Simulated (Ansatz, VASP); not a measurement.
BAs in VASP and in Ansatz

The input INCAR:

```
SYSTEM = BAs
PREC     = Accurate       ! precision mode
ENCUT    = 600            ! plane-wave cutoff, eV
EDIFF    = 1E-6           ! SCF threshold, eV
ISMEAR   = -1             ! smearing method
SIGMA    = 0.08           ! smearing width, eV
LREAL    = .False.        ! projectors in reciprocal space
LASPH    = .True.         ! aspherical terms in the spheres
NELM     = 60             ! most SCF steps
ALGO     = Normal         ! electronic algorithm
ISIF     = 3              ! what is computed and relaxed
LWAVE    = .False.        ! write WAVECAR
LCHARG   = .False.        ! write CHGCAR
GGA      = PE             ! functional
IBRION   = 2              ! ionic algorithm
NSW      = 60             ! ionic steps
EDIFFG   = -0.005         ! ionic threshold
```

Contents of KPOINTS:

```
regular mesh
0
Gamma
  15 15 15
  0 0 0
```

The input POSCAR:

```
BAs
1.0
    0.0000000000      2.1544346900      2.1544346900
    2.1544346900      0.0000000000      2.1544346900
    2.1544346900      2.1544346900      0.0000000000
B As
1 1
Direct
    0.0000000000      0.0000000000      0.0000000000
    0.5000000000      0.5000000000      0.5000000000
```

Input for Ansatz:

```yaml
crystal:
  lattice:
    - [0.0, 2.15443469, 2.15443469]
    - [2.15443469, 0.0, 2.15443469]
    - [2.15443469, 2.15443469, 0.0]
  atoms:
    - { symbol: B, position: [0.0, 0.0, 0.0] }
    - { symbol: As, position: [0.5, 0.5, 0.5] }
kpoints:
  mp_grid: { grid: [15, 15, 15] }
scf:
  occupations: { method: fermi_dirac, width: 0.08 }
hamiltonian:
  xc: pbe
  pseudopotentials: { kind: paw }
output:
  forces: true
  stress: true
relax:
  f_tol: 0.005
  max_steps: 40
  cell: {}
```

Alike in both runs: task relaxation of cell and atoms; functional PBE; k mesh 15 × 15 × 15; occupations fermi-dirac, width 0.08 eV; no spin polarisation.

|  | VASP | Ansatz |
| --- | --- | --- |
| version | VASP 6.6.1 | Ansatz 0.2.0 |
| potentials or method | VASP PAW PBE potentials, release 64 (B, As) | PAW with Ansatz's default frozen-core files, scalar-relativistic |
| plane-wave cutoff (eV) | 600 | 420 |
| valence electrons in the cell | 8 | 18 |

Ansatz gave:

| Item | Value |
| --- | --- |
| relaxed volume (Å³/atom) | 12.29 |
| relaxed cell length with the largest relative difference (Å) | 3.264 |
| energy change over the relaxation (meV/atom) | -247 |

Problem. Which values does VASP return?

Solution. Relaxed volume (Å³/atom): 12.32; relaxed cell length with the largest relative difference (Å): 3.266; energy change over the relaxation (meV/atom): -257.

The two sets of potentials don't hold the same shells in valence.

Caveats: the volume moved by over 15 % at a fixed basis, so the end points are rough (VASP).
